## Results and discussion

An atom scatters X-rays with amplitude f₀ + f′ + i f″, in units of one free electron (e). Here f″ measures absorption, being proportional to photon energy E times the photoabsorption cross-section, and f′ is the dispersive correction tied to it. For Ne, with ten electrons, both reach about 4 e in magnitude just above the K edge, tenths of an electron at a few keV, and thousandths or less beyond 40 keV. The absorption is Dirac-Hartree-Slater for the isolated atom.

Anomalous X-ray scattering factors f′ and f″ of an isolated Ne atom (Z = 10) against photon energy, calculated with Radial Dirac-Fock and Kohn-Sham solver 3. f″ is from the Dirac-Hartree-Slater photoeffect with tabulated edges, and f′ from the dispersion relation plus the Kissel-Pratt constant −(Z/82.5)^2.37. Bound-bound lines and fine structure are omitted.

```tsv
photon energies (eV)	f′ (e)	f″ (e)
540.7	-1.723	0.6159
890.7	-4.459	4.196
1231	-0.267	2.703
2000	0.395	1.219
3294	0.328	0.4965
4213	0.255	0.3115
5051	0.205	0.2190
6404	0.149	0.1367
8280	0.101	0.08122
14300	0.040	0.02594
17480	0.027	0.01688
24880	0.012	0.007822
40000	0.001	0.002722
58950	-0.003	0.001134
78190	-0.004	0.0005973
```

**1. Why is f″ larger at 890.7 eV than at 540.7 eV?**

It is larger by a factor 6.8 because the two rows straddle the K edge, recalled as roughly 870 eV and called E_K below. At 540.7 eV only 2s and 2p electrons absorb; at 890.7 eV the 1s pair joins them. The edge energy is a tabulated input, so its position is no prediction of the calculation.

**2. How well does a hydrogen-like 1s pair give f″?**

With oscillator density df/dE, f″ = (π/2)E df/dE. The nonrelativistic dipole (Stobbe) result for two 1s electrons is f″ = (128π/3)(I/E)³ exp(−4 arctan k / k)/[1 − exp(−2π/k)], with k² = E/I − 1. The matrix element is built near the nucleus, where only the other 1s electron screens, so I₀ = 13.6 eV × (10 − 0.3)² = 1280 eV. The outer electrons add a nearly constant potential that lowers the threshold, and the formula is continued below I₀, with arctan k / k turned into its hyperbolic form and the square bracket set to 1. Nothing is fitted.

The ratio of table to model rises steadily from 0.95 at 890.7 eV to 1.19 at 78190 eV. Setting I equal to the edge energy fails by factors of 1.8 to 2.9, since far above threshold f″ scales roughly as I^(5/2). The excess over the screened model is plausibly L-shell absorption plus relativity and retardation at high energy, a split these numbers do not test. Near the edge the model is too high: with an extrapolated L part removed, the ratio at 890.7 eV is 0.88.

**3. Does f″ follow a power law?**

No single exponent holds. The log-log slope steepens from row to row, from −1.36 just above the edge to −2.27 at the top. The Stobbe formula has −5/3 at I₀ and tends to −5/2 only slowly, the nuclear attraction on the outgoing electron leaving a correction near π/(2k), still about 0.2 at 70 keV. Above 3294 eV its slopes lie within about 0.04 of the table's; in the first interval its −1.61 is too steep.

**4. Why is f′ negative near the edge and positive above it?**

The dispersion relation is f′ = (2/π) P∫ x f″(x)/(E² − x²) dx + c, with c = −(10/82.5)^2.37 = −0.0067 e. Absorption at x below E pushes f′ up, and absorption above E pushes it down. E²f″ stays between 3.3 and 5.6 × 10⁶ eV² above the edge, so f″ = S/x² is a fair start, giving

f′ = S ln|E²/E_K² − 1|/(πE²) + c.

This has a logarithmic dip at the edge, a zero near √2 E_K, a maximum near 2.1 E_K and a ln E/E² tail. S = 4.94 × 10⁶ eV² is the geometric mean of E²f″ over the rows from 2000 eV up. At 8280 eV, one of those rows, S/(πE²) = 0.0229, ln(90.6 − 1) = 4.50, and f′ = 0.103 − 0.007 = 0.096, some 5% below the table's 0.101; the relative shortfall grows to about a tenth at 17480 eV. The formula fails lower down, giving 0.57 against 0.395 at 2000 eV and −6.0 against −4.459 at 890.7 eV, because it places too much absorption at the edge. The L-shell absorption below the edge, which it omits, would raise f′: the omission adds to the error at 890.7 eV and partly offsets it at 2000 eV.

A fuller split integrates the interpolated f″ of the table and adds, below the edge, a power law through the 540.7 eV row. Its exponent was fitted by least squares to f′ in all rows but 890.7 eV, with a lower cutoff set by the ten-electron sum rule; the two trade off and carry no meaning. At 540.7 eV, a fitted row, absorption above the edge gives −2.19 e and that below it +0.47 e. The same relation generated the table, so agreement is only consistency.

**5. How far can −4.459 at 890.7 eV be trusted?**

It is the lowest sample of f′, and the dip itself lies at the edge. A step J in f″ contributes (J/π) ln|E − E_K|; with J extrapolated to 4.0 e, raising the edge by 1 eV changes f′ by −4.0/(π × 20.7) = −0.06 e. The integral moves from −3.91 to −4.43 for edges of 864 and 873 eV. Of the edges tried, this row agrees best with 873 eV and the other rows with 864 eV, so the edge cannot be read back from the sparse points. Real Ne also has 1s→np lines just below the edge, which the calculation omits.

**6. Why does f′ turn negative again above 40 keV, and which digits hold?**

The constant c, a relativistic correction to the high-energy limit, overtakes the decaying tail: f′ − c is positive in every row from 2000 eV up, and is 0.004 and 0.003 in the last two. With a straight line in ln E between the rows, rounding of 0.0005 e leaves the crossing at roughly 42 to 46 keV; the tail is convex, so the true crossing lies slightly lower than such a line puts it. The last two values, −0.003 and −0.004, differ by one last digit. The four figures of f″ are numerical, while the independent-electron model behind them is not tested here.

**7. What would a heavier atom show?**

The models above suggest the same shape stretched with E_K, which grows roughly as a screened Z². At a fixed energy in the rows above 6404 eV, and for atoms only a little heavier, whose K edge stays well below that energy, f″ should rise with a power of Z between four and five, since the Stobbe formula depends on E/I₀ alone and its slope there is still short of −5/2; Z⁵ is only its far limit. As E_K/I₀ approaches 1, the step should shrink from about 4 e toward the hydrogenic 128π/(3e⁴) = 2.46. For Ar, c would be −(18/82.5)^2.37 = −0.027 e, and L edges would add their own steps and dips in the soft X-ray range. In a molecule or solid, fine structure would alter both factors near the edge and leave the tails nearly atomic.
